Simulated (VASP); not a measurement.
# A VASP 6.6.1 single-point calculation on Cu2O

INCAR

```
ISMEAR = -1
ENCUT = 520
LCHARG = .FALSE.
LWAVE = .FALSE.
PREC = Accurate
EDIFF = 1E-7
NELM = 93
IBRION = -1
NSW = 0
NBANDS = 37
ISIF = 2
GGA = PE
SGIMA = 0.02
LASPH = .TRUE.
LREAL = .FALSE.
```

KPOINTS

```
KPOINTS created by Atomic Simulation Environment
0
Gamma
6 6 6
0 0 0
```

POSCAR

```
Cu O
 1.0000000000000000
     4.1611586921999999    0.0000000000000000    0.0000000000000000
     0.0000000000000000    4.1611586921999999    0.0000000000000000
     0.0000000000000000    0.0000000000000000    4.1611586921999999
 Cu  O
   4   2
Cartesian
  1.0402896730500000  1.0402896730500000  3.1208690191499997
  3.1208690191499997  1.0402896730500000  1.0402896730500000
  1.0402896730500000  3.1208690191499997  1.0402896730500000
  3.1208690191499997  3.1208690191499997  3.1208690191499997
  2.0805793460999999  2.0805793460999999  2.0805793460999999
  0.0000000000000000  0.0000000000000000  0.0000000000000000
```

The recommended PBE PAW datasets give the neutral cell 56 valence electrons.

Command

```
mpirun -np 1 vasp_std
```

OSZICAR

```
N       E                     dE             d eps       ncg     rms          rms(c)
DAV:   1     0.555808959734E+03    0.55581E+03   -0.25076E+04  1488   0.245E+03
DAV:   2     0.638198233020E+02   -0.49199E+03   -0.46743E+03  1490   0.466E+02
DAV:   3    -0.278528823068E+02   -0.91673E+02   -0.87104E+02  1840   0.221E+02
DAV:   4    -0.332488905839E+02   -0.53960E+01   -0.53100E+01  2141   0.611E+01
DAV:   5    -0.333092706224E+02   -0.60380E-01   -0.60345E-01  2021   0.739E+00    0.191E+01
DAV:   6    -0.300484739751E+02    0.32608E+01   -0.52063E+01  1971   0.138E+02    0.120E+01
DAV:   7    -0.269197334596E+02    0.31287E+01   -0.13796E+01  1927   0.864E+01    0.310E+00
DAV:   8    -0.269890072047E+02   -0.69274E-01   -0.13993E+00  1808   0.685E+00    0.168E+00
DAV:   9    -0.269660839761E+02    0.22923E-01   -0.70003E-02  2007   0.362E+00    0.583E-01
DAV:  10    -0.269607918772E+02    0.52921E-02   -0.30719E-02  1977   0.265E+00    0.259E-01
DAV:  11    -0.269599223092E+02    0.86957E-03   -0.53085E-03  2363   0.897E-01    0.693E-02
DAV:  12    -0.269598666516E+02    0.55658E-04   -0.81592E-04  1956   0.283E-01    0.153E-02
DAV:  13    -0.269598737805E+02   -0.71289E-05   -0.69033E-05  1991   0.125E-01    0.720E-03
DAV:  14    -0.269598732033E+02    0.57722E-06   -0.82629E-06  1893   0.539E-02    0.223E-03
DAV:  15    -0.269598730637E+02    0.13962E-06   -0.16598E-06  2022   0.124E-02    0.120E-03
DAV:  16    -0.269598730187E+02    0.44945E-07   -0.87946E-08   890   0.407E-03
   1 F= -.26959873E+02 E0= -.26939107E+02  d E =-.415330E-01
```

From OUTCAR

```
k-points           NKPTS =     20   k-points in BZ     NKDIM =     20   number of bands    NBANDS=     37

   NELECT =      56.0000    total number of electrons

   dimension x,y,z NGX =    32 NGY =   32 NGZ =   32
   dimension x,y,z NGXF=    64 NGYF=   64 NGZF=   64

  energy-cutoff  :      520.00
  volume of cell :       72.05
      direct lattice vectors                 reciprocal lattice vectors
     4.161158692  0.000000000  0.000000000     0.240317679  0.000000000  0.000000000
     0.000000000  4.161158692  0.000000000     0.000000000  0.240317679  0.000000000
     0.000000000  0.000000000  4.161158692     0.000000000  0.000000000  0.240317679

 k-points in reciprocal lattice and weights: KPOINTS created by Atomic Simulation Env
   0.00000000  0.00000000  0.00000000       0.005
   0.16666667  0.00000000  0.00000000       0.028
   0.33333333  0.00000000  0.00000000       0.028
   0.50000000  0.00000000  0.00000000       0.014
   0.16666667  0.16666667  0.00000000       0.056
   0.33333333  0.16666667  0.00000000       0.111
   0.50000000  0.16666667  0.00000000       0.056
   0.33333333  0.33333333  0.00000000       0.056
   ...

 E-fermi :   6.1801

 k-point     1 :       0.0000    0.0000    0.0000
  band No.  band energies     occupation
      1     -15.1701      2.00000
      2     -14.2848      2.00000
      3      -2.2796      2.00000
      4      -2.2796      2.00000
      5      -2.2796      2.00000
      6       0.2680      2.00000
      7       0.3876      2.00000
      8       0.3876      2.00000
      9       0.3876      2.00000
     10       2.2099      2.00000
     11       2.2099      2.00000
     12       2.3577      2.00000
     13       2.3577      2.00000
     14       2.3577      2.00000
     15       3.3434      2.00000
     16       3.3434      2.00000
     17       3.4719      2.00000
     18       3.4719      2.00000
     19       3.4719      2.00000
     20       3.6321      1.99999
     21       3.6321      1.99999
     22       3.6321      1.99999
     23       3.8473      1.99998
     24       3.8473      1.99998
     25       3.8473      1.99998
     26       5.5973      1.89707
     27       5.5973      1.89707
     28       5.5973      1.89707
     29       6.3072      0.69266
     30       6.5986      0.21971
     31       6.5986      0.21971
     32      13.9805      0.00000
     33      13.9805      0.00000
     34      13.9805      0.00000
     35      15.1445      0.00000
     36      15.1445      0.00000
     37      15.1445      0.00000

 ...

  Total        6.7034272      6.7034272      6.7034272     -0.0000000      0.0000000     -0.0000000
  in kB      149.0612100    149.0612100    149.0612100     -0.0000000      0.0000000     -0.0000000
  external PRESSURE =     149.0612100 kB  Pullay stress =       0.0000000 kB

 POSITION                                       TOTAL-FORCE (eV/Angst)
 -----------------------------------------------------------------------------------
      1.04029      1.04029      3.12087        -0.000000      0.000000     -0.000000
      3.12087      1.04029      1.04029         0.000000     -0.000000      0.000000
      1.04029      3.12087      1.04029         0.000000     -0.000000     -0.000000
      3.12087      3.12087      3.12087        -0.000000      0.000000      0.000000
      2.08058      2.08058      2.08058        -0.000000      0.000000      0.000000
      0.00000      0.00000      0.00000        -0.000000      0.000000      0.000000
 -----------------------------------------------------------------------------------
    total drift:                               -0.000000      0.000000     -0.000000

  FREE ENERGIE OF THE ION-ELECTRON SYSTEM (eV)
  ---------------------------------------------------
  free  energy   TOTEN  =       -26.9598730187 eV

  energy  without entropy=      -26.9183400034  energy(sigma->0) =      -26.93910651
```

It converged. Results: gap between bands v and c on the k mesh 0.71 eV; least direct gap on the k mesh 0.71 eV; pressure 14.9 GPa. Band v is the last that the valence electrons fill when counted band by band, and c is the next.

One setting is odd (misspelt tag), but here it hardly changes the result.

On sound settings PBE gives a gap of 0.71 eV on its mesh and a pressure of 14.8 GPa for the intended cell. This run's energy (σ→0) differs from it by 2 meV an atom.

The run took about 51 s on one core of a shared host (Intel Xeon Platinum 8488C) and held 0.19 GiB at most.
